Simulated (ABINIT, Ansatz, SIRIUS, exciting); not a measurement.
# Al: 5 runs at one level of theory

```
Al
1.0
    -1.69895    1.56431    1.60080
     1.63095   -1.58291    1.55140
     1.66037    1.54432   -1.61940
Al
1
Direct
  0.99931 0.01239 0.00585
```

This isn't the form of Al at room conditions, which is fcc.

The given cell was strained at random by a few per cent at fixed volume.

Alike in all runs: task single point; functional PBEsol; k mesh 12 × 12 × 12; occupations fermi-dirac, width 0.05 eV; no spin polarisation; no spin-orbit coupling. Pressure is positive in compression and, in plane waves, holds the error of the finite cutoff, which Ansatz's Pulay term estimates and takes out.

```
                                                         program and potentials  plane-wave cutoff (eV)                                                                                   notes  band gap (eV)  pressure (GPa)  energy over the undisturbed cell (meV/atom)
                                                             Ansatz, Ansatz PAW                     420  potentials made for PBE, which Ansatz adapts in part; Pulay term of +0.05 GPa included         no gap            2.36                                         1.49
                                ABINIT, PseudoDojo NC SR PBEsol v0.4.1 standard                     544                                                                                       -         no gap            2.24                                         1.53
exciting, all-electron LAPW+lo, shipped species files, valence relativity iora*                       -                                                                                       -         no gap               -                                         1.53
                                 Ansatz, all-electron LAPW, scalar-relativistic                       -                                                                                       -         no gap            2.37                                            -
                 SIRIUS, PseudoDojo 0.4.1 PBEsol standard (scalar relativistic)                     557                                                                                       -         no gap            2.24                                         1.53
```

None finds a gap. The pressure spans 2.24 (ABINIT, PseudoDojo NC SR PBEsol v0.4.1 standard) to 2.37 GPa (Ansatz, all-electron LAPW, scalar-relativistic), with all-electron results at 2.37.

Differences between rows come from potentials, basis sets and numerical settings, since the functional is the same but for its coding. Runs on potential files found faulty are left out.
